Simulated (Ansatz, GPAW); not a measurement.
Given: the input of a run of GPAW 26.7.0 (ASE script) on TaN. The cell comes from a database or a generator and needn't be the stable form of this composition.

File run.py:

```python
from ase.dft.bandgap import bandgap
from ase.io import read, write
from ase.units import GPa
from gpaw import GPAW, PW

atoms = read('POSCAR')

calc = GPAW(mode=PW(800),
            xc='PBE',
            kpts={'size': (10, 10, 10), 'gamma': True},
            occupations={'name': 'methfessel-paxton', 'order': 0, 'width': 0.011},
            nbands=19,
            convergence={'density': 1e-05, 'energy': 1e-05},
            maxiter=150,
            txt='gpaw.txt')
atoms.calc = calc
energy = atoms.get_potential_energy()
forces = atoms.get_forces()
stress = atoms.get_stress()
calc.write('gs.gpw')
write('result.traj', atoms)
print(f'Energy: {energy:.6f} eV')
print('Forces (eV/A):')
print(forces.round(4))
print('Stress (GPa):', (stress / GPa).round(3))
print('Fermi level:', round(calc.get_fermi_level(), 4), 'eV')
print(f'Gap: {bandgap(calc)[0]:.4f} eV, direct: {bandgap(calc, direct=True)[0]:.4f} eV')
```

File POSCAR:

```
TaN
1.0
    0.0000000000      2.2113230000      2.2113230000
    2.2113230000      0.0000000000      2.2113230000
    2.2113230000      2.2113230000      0.0000000000
Ta N
1 1
Direct
    0.5000000000      0.5000000000      0.5000000000
    0.0000000000      0.0000000000      0.0000000000
```

Potentials or basis: GPAW PAW data sets (gpaw-data 1.2.1), pw.

Run with:

```sh
$ OMP_NUM_THREADS=1 python run.py
```

**Question.** What does the same run look like in Ansatz 0.2.0? Potentials or basis there: all-electron LAPW, scalar-relativistic.

**Answer.** As run (cutoffs and basis follow the program's own potentials, and thresholds, step limits or extra output files can differ):

Contents of input.yaml:

```yaml
crystal:
  lattice:
    - [0.0, 2.211323, 2.211323]
    - [2.211323, 0.0, 2.211323]
    - [2.211323, 2.211323, 0.0]
  atoms:
    - { symbol: Ta, position: [0.5, 0.5, 0.5] }
    - { symbol: "N", position: [0.0, 0.0, 0.0] }
kpoints:
  mp_grid: { grid: [10, 10, 10] }
scf:
  occupations: { method: gaussian, width: 0.011 }
hamiltonian:
  xc: pbe
  pseudopotentials: { kind: all_electron, lapw: { basis_error: 0.001 } }
output:
  forces: true
  stress: true
  eigenvalues: true
```

Potentials or basis: all-electron LAPW, scalar-relativistic.

Command:

```console
$ ansatz run input.yaml --threads 1 --pin off --max-ram 3072MiB --backend cpu --events-out ev --progress --plain --runs-dir out
```

Both were run:

|  | GPAW | Ansatz |
| --- | --- | --- |
| Pressure | -1.6 GPa | -1.2 GPa |

Where Ansatz's input types no cutoff or centring, it takes its own default and a Γ-centred mesh.

Pressure is positive in compression.
